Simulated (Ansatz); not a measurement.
**KBr in Ansatz: convergence with k mesh**

Crystal: KBr.

```xyz
2
Lattice="0.0000 3.3000 3.3000 3.3000 0.0000 3.3000 3.3000 3.3000 0.0000" Properties=species:S:1:pos:R:3 pbc="T T T"
Br    3.3323    3.3097    3.3103
K     0.0259   -0.0284    0.0328
```

The cell isn't the ideal one: atoms moved at random, drawn with an rms of 0.05 Å.

- Program: Ansatz 0.2.0
- Task: convergence study
- Functional: PBE
- Potentials or basis: Ansatz PAW earlier set
- Cutoff: 800 eV
- Density cutoff: 3200 eV
- k mesh: 2 × 2 × 2
- Occupations: gaussian, width 0.05 eV
- Spin: no spin polarisation

These are the settings of the first run; the series varies k mesh, with any setting tied to it.

Hardware: 2 threads of Arm Neoverse V1, with other jobs on the host.

```
      k mesh  energy less the tightest run, at zero smearing (meV/atom)  pressure (GPa)  largest force (eV/Å)  gap on the mesh (eV)  SCF cycles  CPU time (s)  peak memory (GiB)
   2 × 2 × 2                                                      52.41            1.25                 0.049                 4.399           7           1.9               0.36
   3 × 3 × 3                                                       2.72            0.76                 0.054                 4.433           7           4.1               0.35
   4 × 4 × 4                                                       0.22            0.73                 0.055                 4.435           7           8.9                0.4
   5 × 5 × 5                                                       0.02            0.73                 0.055                 4.435           7            16               0.47
   6 × 6 × 6                                                       0.00            0.73                 0.055                 4.435           7            29               0.58
   8 × 8 × 8                                                       0.00            0.73                 0.055                 4.435           7            65               0.93
10 × 10 × 10                                                       0.00            0.73                 0.055                 4.435           7           130                1.5
11 × 11 × 11                                                       0.00            0.73                 0.055                 4.435           7           170                1.9
```

Against the tightest run, the energy stays within 1 meV/atom from 4 × 4 × 4 on; the pressure stays within 0.1 GPa from 3 × 3 × 3 on; the largest force stays within 0.005 eV/Å from 3 × 3 × 3 on; the gap on the mesh stays within 0.01 eV from 3 × 3 × 3 on. Meshes of other sizes hit other points, so gaps and Fermi surfaces needn't settle smoothly. The tightest run that finished is the yardstick and may itself not be fully converged.

Caveat, for the tightest run too: odd divisions of the mesh miss points on the zone boundary, where band edges often lie, so the gap on the mesh can be too wide.
